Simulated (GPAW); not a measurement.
# BeTe: equation of state with PW91

BeTe:

```
Te Be
1.0
     0.00000    2.77000    2.77000
     2.77000    0.00000    2.77000
     2.77000    2.77000    0.00000
Te Be
1 1
Direct
  0.75000 0.75000 0.75000
  0.00000 0.00000 0.00000
```

```yaml
Program: GPAW 26.7.0
Task: equation of state
Functional: PW91
Potentials_or_basis: PAW data sets generated in the run's folder for this functional
Cutoff: 800 eV
Basis: pw
k_mesh: 7 × 7 × 7
Occupations: fermi-dirac, width 0.05 eV
Spin: no spin polarisation
Maxiter: 150
Eos_scales: "[0.94, 0.96, 0.98, 1.0, 1.02, 1.04, 1.06]"
```

The equilibrium volume is 22.65 Å³/atom (rough: see the caveat) and the bulk modulus is 57 GPa (rough).

Energy against volume, from the lowest point:
| volume (Å³/atom) | energy (meV/atom) |
| --- | --- |
| 19.979 | 68.78 |
| 20.404 | 46.93 |
| 20.829 | 29.76 |
| 21.254 | 16.85 |
| 21.679 | 7.82 |
| 22.104 | 2.31 |
| 22.529 | 0.00 |

It took 46 s on 1 thread of Intel(R) Xeon(R) 6975P-C (Granite Rapids), with other jobs on the host, peak memory 0.22 GiB.

Caveat: the minimum lies outside the volumes run. Spin-orbit coupling is left out, which matters for the levels of Te.
